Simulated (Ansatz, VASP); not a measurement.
# W in VASP and in Ansatz

```
W
1.0
     5.31966    0.00000    0.00000
    -2.65983    4.60696    0.00000
     0.00000    0.00000    2.75963
W
4
Direct
  0.00000 0.00000 0.00000
  0.00000 0.50000 0.50000
  0.50000 0.00000 0.50000
  0.50000 0.50000 0.50000
```

Alike in both runs: task relaxation of cell and atoms; functional PBE; k mesh 6 × 6 × 6; occupations gaussian, width 0.1 eV; no spin polarisation.

```csv
,VASP,Ansatz
version,VASP 6.6.1,Ansatz 0.2.0
potentials or method,"VASP PAW PBE potentials, release 64 (W_sv)","scalar-relativistic, plane waves, PAW"
plane-wave cutoff (eV),600,420
valence electrons in the cell,56,56
```

|  | VASP | Ansatz | Ansatz less VASP |
| --- | --- | --- | --- |
| gap on the k mesh at the Fermi level, each at its own relaxed structure (eV) | none | none | - |
| relaxed volume (Å³/atom) | 16.75 | 16.72 | -0.029 |
| relaxed cell length with the largest relative difference (Å) | 5.399 | 5.394 | -0.0056 |
| energy change over the relaxation (meV/atom) | -37 | -38 | -0.4 |

A gap of «none» marks a metal or a gap that the smearing closes.

Caveats: the k mesh is coarse (spacing up to 0.38 Å⁻¹), so the values aren't converged. The runs have no spin-orbit coupling, so splittings on W are missing.
